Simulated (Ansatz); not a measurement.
# HfO2: equation of state with LDA

The system is HfO2.

```xyz
12
Lattice="5.1180 0.0000 0.0000 0.0000 5.1857 0.0000 -0.8587 0.0000 5.2139" Properties=species:S:1:pos:R:3 pbc="T T T"
Hf    0.8021    2.3870    3.6914
Hf    3.0279    4.9798    4.1294
Hf    3.4573    2.7987    1.5224
Hf    1.2314    0.2059    1.0845
O    -0.3473    0.8733    4.4146
O     4.1773    3.4661    3.4062
O     4.6066    4.3124    0.7993
O     0.0821    1.7196    1.8076
O     1.4549    3.8473    5.1101
O     2.3751    1.2544    2.7107
O     2.8045    1.3384    0.1038
O     1.8842    3.9313    2.5032
```

| Property | Result |
| --- | --- |
| Program | Ansatz 0.2.0 |
| Task | equation of state |
| Functional | LDA |
| Potentials or basis | Ansatz PAW |
| Cutoff | 420 eV |
| Density cutoff | 1680 eV |
| k mesh | 5 × 5 × 5 |
| Occupations | fermi-dirac, width 0.05 eV |
| Spin | spin-orbit coupling, no magnetisation |

```
Equilibrium volume                        : 11.16 Å³/atom
Bulk modulus at fixed shape and positions : 265 GPa
Pressure derivative of the bulk modulus   : 4.1
```

Energy against volume, from the lowest point:
```
volume (Å³/atom)  energy (meV/atom)
          10.840               7.39
          11.070               0.00
          11.301               0.76
          11.532               9.01
          11.762              23.91
          11.993              44.78
          12.223              71.06
```

All runs of the series together: 5.7 min on 2 threads of AMD EPYC 9B45 (Zen 5) (shared host).

Caveat: the cell was scaled at fixed shape and fractional positions, which overstates the stiffness of a crystal with free parameters, most of all of layers and chains.
